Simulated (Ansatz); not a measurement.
# KF (Fm-3m): one-shot GW input and result

Method: G0W0@PBE, full frequency by contour deformation, hard PAW set made for 700 eV (Ansatz 0.2.0-dev).

Input:

```json
{
 "crystal": {"lattice": [[0.0, 2.63, 2.63], [2.63, 0.0, 2.63], [2.63, 2.63, 0.0]], "atoms": [{"symbol": "K", "position": [0.0, 0.0, 0.0]}, {"symbol": "F", "position": [0.5, 0.5, 0.5]}]},
 "basis": {"precision": "f64", "xc_grid": 2, "ecutwfc": 700, "ecutrho_ratio": 4},
 "kpoints": {"mp_grid": {"grid": [4, 4, 4], "shift": [0, 0, 0]}},
 "hamiltonian": {"xc": "pbe", "dispersion": "none", "pseudopotentials": {"kind": "paw", "azcp": {"F": "pseudopotentials/F.paw.azcp", "K": "pseudopotentials/K.paw.azcp"}}},
 "magnetization": {"spin_polarized": false},
 "scf": {"lower_state_search": "off", "max_iter": 200, "occupations": {"method": "fixed"}, "convergence": {"dr2_threshold": "1e-10 eV"}},
 "output": {},
 "gw": {"n_empty_bands": 234, "ecut_chi": 200, "ecutfock_ratio": 2, "qp_bands": ["v1", "c1"], "screening": {"model": "contour_deformation"}}
}
```

Levels count from the highest filled Kohn-Sham level listed; ε_QP = ε_KS + Z(Σ − Vxc). VB is the top filled band, CB the lowest empty one.

```
k  band  ε_KS (eV)  Σx − Vxc (eV)  Σc (eV)     Z  ε_QP (eV)
Γ    VB       0.00          -7.69     4.42  0.79      -2.57
Γ    CB       6.43           4.09    -2.93  0.89       7.47
```

The gap (direct at Γ) opens from 6.43 eV to 10.04 eV.

Electronic (ion-clamped) dielectric constant on this mesh, from the head of the inverse dielectric matrix: 1.9.

The cell is a model at fixed atoms and needn't be the relaxed known crystal. The mesh is coarse, so these are values at the stated settings, not converged ones. Band sums or response are cut, so the gap isn't at its basis limit.
